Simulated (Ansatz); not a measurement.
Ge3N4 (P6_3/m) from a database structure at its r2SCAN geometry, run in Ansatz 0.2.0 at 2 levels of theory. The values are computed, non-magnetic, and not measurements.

The PBE+SOC input:
```yaml
crystal:
  lattice:
    - [8.0439274661, 0.0, 0.0]
    - [-4.021963733, 6.9662455318, 0.0]
    - [0.0, 0.0, 3.0800560533]
  atoms:
    - { symbol: Ge, position: [0.8286382128, 0.234938382, 0.75] }
    - { symbol: Ge, position: [0.5936998308, 0.8286382128, 0.25] }
    - { symbol: Ge, position: [0.234938382, 0.4063001692, 0.25] }
    - { symbol: Ge, position: [0.765061618, 0.5936998308, 0.75] }
    - { symbol: Ge, position: [0.4063001692, 0.1713617872, 0.75] }
    - { symbol: Ge, position: [0.1713617872, 0.765061618, 0.25] }
    - { symbol: "N", position: [0.6666666667, 0.3333333333, 0.75] }
    - { symbol: "N", position: [0.3333333333, 0.6666666667, 0.25] }
    - { symbol: "N", position: [0.669390911, 0.9722062405, 0.75] }
    - { symbol: "N", position: [0.6971846705, 0.669390911, 0.25] }
    - { symbol: "N", position: [0.9722062405, 0.3028153295, 0.25] }
    - { symbol: "N", position: [0.0277937595, 0.6971846705, 0.75] }
    - { symbol: "N", position: [0.330609089, 0.0277937595, 0.25] }
    - { symbol: "N", position: [0.3028153295, 0.330609089, 0.75] }
kpoints:
  mp_grid: { grid: [6, 6, 8] }
  band_path:
    path:
      - [0.0, 0.0, 0.0]
      - [0.5, 0.0, 0.0]
      - [0.3333333333, 0.3333333333, 0.0]
      - [0.0, 0.0, 0.5]
      - [0.5, 0.0, 0.5]
      - [0.3333333333, 0.3333333333, 0.5]
    npoints: 1
hamiltonian:
  xc: pbe
scf:
  occupations: { method: fixed }
  n_extra_bands: 14
magnetization:
  noncollinear: true
  spin_orbit: true
output:
  forces: true
  stress: true
  eigenvalues: true
  write_density: true
  write_potential: true
  elf: true
  volumetric_format: npy
```

Main results, then, where recorded, the levels near the gap in eV from the Fermi energy (columns number the bands from 0), one row a point of the path (Γ, M, K, A, L, H):
```
Crystal: 14 atoms, lattice volume = 172.594 Å³
Symmetry: 12 space group operations + 12 with time reversal
Magnetic group: BNS 176.144 (UNI 1374)
```
```
Basis set: ecut = 420 eV, 3377 PW (Γ)
k-points: 40 of 288
SCF 1 converged in 10 iterations: F = -28842.489352 eV  dr2 = 9.08e-8
Free energy (F): -28842.489352 eV
Fermi energy:    8.918026 eV
--- Forces (eV/Å), atoms counted from 1 ---
  atom   1  Ge      0.05667      0.03506      0.00000
  atom   2  Ge    -0.00203      0.06661      0.00000
  atom   3  Ge      0.05869    -0.03155      0.00000
  atom   4  Ge    -0.05869      0.03155      0.00000
  atom   5  Ge      0.00203    -0.06661      0.00000
  atom   6  Ge    -0.05667    -0.03506      0.00000
  atom   7  N       0.00000      0.00000      0.00000
  atom   8  N       0.00000      0.00000      0.00000
  atom   9  N     -0.01353      0.03673      0.00000
  atom  10  N     -0.03857      0.00665      0.00000
  atom  11  N       0.02504      0.03008      0.00000
  atom  12  N     -0.02504    -0.03008      0.00000
  atom  13  N       0.01353    -0.03673      0.00000
  atom  14  N       0.03857    -0.00665      0.00000
--- Stress (GPa, compression-positive) ---
        6.175296       0.000000       0.000000
        0.000000       6.175296       0.000000
        0.000000       0.000000       6.742244
  P = ⅓ Tr σ = 6.3643 GPa (63.643 kbar)
```
```tsv
band_116	band_117	band_118	band_119	band_120	band_121	band_122	band_123	band_124	band_125	band_126	band_127	band_128	band_129
-0.861	-0.861	-0.454	-0.454	-0.225	-0.225	0.000	0.000	2.194	2.194	3.528	3.528	3.537	3.537
-1.084	-1.084	-0.514	-0.514	-0.113	-0.113	-0.051	-0.051	3.277	3.277	3.517	3.517	3.921	3.921
-0.826	-0.826	-0.826	-0.826	-0.078	-0.078	-0.077	-0.077	3.611	3.611	3.823	3.823	3.828	3.828
-1.215	-1.215	-1.215	-1.215	-1.210	-1.210	-1.210	-1.210	4.377	4.377	4.377	4.377	4.397	4.397
-1.141	-1.141	-1.141	-1.141	-0.882	-0.882	-0.882	-0.882	3.933	3.933	3.933	3.933	5.069	5.069
-1.036	-1.036	-1.034	-1.034	-0.963	-0.963	-0.961	-0.961	4.041	4.041	4.049	4.049	5.060	5.060
```

With PBE+SOC the gap is 2.19 eV and direct, at Γ.

Task: Another run on the same cell gave
```
Basis set: ecut = 500 eV, 4421 PW (Γ)
k-points: 40 of 288
SCF 1 converged in 8 iterations: F = -28898.221561 eV  dr2 = 2.87e-8
Free energy (F): -28898.221561 eV
Fermi energy:    8.603543 eV
--- Forces (eV/Å), atoms counted from 1 ---
  atom   1  Ge      0.00357      0.00126      0.00000
  atom   2  Ge      0.00069      0.00372      0.00000
  atom   3  Ge      0.00288    -0.00246      0.00000
  atom   4  Ge    -0.00288      0.00246      0.00000
  atom   5  Ge    -0.00069    -0.00372      0.00000
  atom   6  Ge    -0.00357    -0.00126      0.00000
  atom   7  N       0.00000      0.00000      0.00000
  atom   8  N       0.00000      0.00000      0.00000
  atom   9  N     -0.00023    -0.00237      0.00000
  atom  10  N       0.00193    -0.00139      0.00000
  atom  11  N     -0.00217    -0.00098      0.00000
  atom  12  N       0.00217      0.00098      0.00000
  atom  13  N       0.00023      0.00237      0.00000
  atom  14  N     -0.00193      0.00139      0.00000
--- Stress (GPa, compression-positive) ---
       -0.005682      -0.000018       0.000000
        0.000018      -0.005682       0.000000
        0.000000       0.000000       0.005016
  P = ⅓ Tr σ = -0.0021 GPa (-0.021 kbar)
```
```tsv
band_58	band_59	band_60	band_61	band_62	band_63	band_64
-0.865	-0.471	-0.225	0.000	2.666	4.066	4.066
-1.101	-0.524	-0.113	-0.051	3.793	4.041	4.444
-0.841	-0.841	-0.077	-0.077	4.123	4.365	4.365
-1.258	-1.258	-1.240	-1.240	4.912	4.912	4.912
-1.180	-1.180	-0.913	-0.913	4.473	4.473	5.637
-1.071	-1.071	-0.993	-0.993	4.593	4.593	5.641
```
Which level of theory and mesh gave it?

Result: It is r2SCAN, on 6×6×8; the blocks that differ from the first input, but for the band path:
```yaml
hamiltonian:
  xc: r2scan
scf:
  occupations: { method: fixed }
  n_extra_bands: 7
```
(magnetization left out)
The r2SCAN gap is direct at Γ: 2.67 eV. The mean stress is close to zero (0.00 GPa).

Totals of different functionals, or with and without spin-orbit coupling, can't be compared.

Only the levels marked +SOC include spin-orbit coupling.
